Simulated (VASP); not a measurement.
LiH:

```
Li H
1.0
     0.00000   -2.03250   -2.03250
     0.00000    2.03250   -2.03250
     4.06500    0.00000    0.00000
Li H
2 2
Direct
  0.52629 0.49978 0.50922
  0.97371 0.00022 0.99078
  0.49568 0.55370 0.94957
  0.00432 0.94630 0.55043
```

The cell isn't the ideal one: a zone-boundary wave of random shape, sigma 0.1 Å.

```yaml
Program: VASP 6.6.1
Task: relaxation of cell and atoms
Functional: MS2
Potentials_or_basis: VASP PAW PBE potentials, release 64 (Li_sv, H)
Cutoff: 600 eV
k_mesh: 9 × 9 × 7
Occupations: gaussian, width 0.05 eV
Spin: no spin polarisation
```

At the start: pressure -1.7 GPa; volume 8.40 Å³/atom.

Task: How do energy, volume and symmetry change on relaxing?

Result: Over 11 steps the energy falls by 64.8 meV/atom and the volume is 7.64 Å³/atom (-9.0 %); space group Fm-3m (No. 225, to 0.05 Å).

The path:
```csv
step,energy change (eV),largest force (eV/Å),pressure (GPa),volume (Å³)
1,0.0000,0.8807,-1.70,33.59
2,-0.0770,0.7130,-1.77,33.15
3,-0.2159,0.2722,-1.27,31.88
4,-0.2330,0.1636,-0.64,31.25
5,-0.2459,0.1188,-0.29,30.91
6,-0.2557,0.0851,0.24,30.45
7,-0.2446,0.1355,1.81,29.54
8,-0.2572,0.0531,0.50,30.25
9,-0.2572,0.0506,0.54,30.21
10,-0.2589,0.0220,0.12,30.48
11,-0.2591,0.0136,-0.02,30.56
```

Final structure:
```cif
data_structure
_symmetry_space_group_name_H-M 'P 1'
_symmetry_Int_Tables_number 1
_cell_length_a 2.7868
_cell_length_b 2.7876
_cell_length_c 3.9338
_cell_angle_alpha 90.030
_cell_angle_beta 90.002
_cell_angle_gamma 89.951
_cell_volume 30.56
loop_
_atom_site_label
_atom_site_type_symbol
_atom_site_fract_x
_atom_site_fract_y
_atom_site_fract_z
_atom_site_occupancy
Li1 Li 0.50171 0.49981 0.49930 1
Li2 Li 0.99829 0.00019 0.00070 1
H1 H 0.49862 0.50010 0.00077 1
H2 H 0.00138 0.99990 0.49923 1
```

Caveat: the cutoff is under 1.25 times the usual one of these potentials, so pressure, stress and relaxed cells hold a basis-set (Pulay) error; the PAW data sets were made with another functional, which shifts forces and pressure a little.
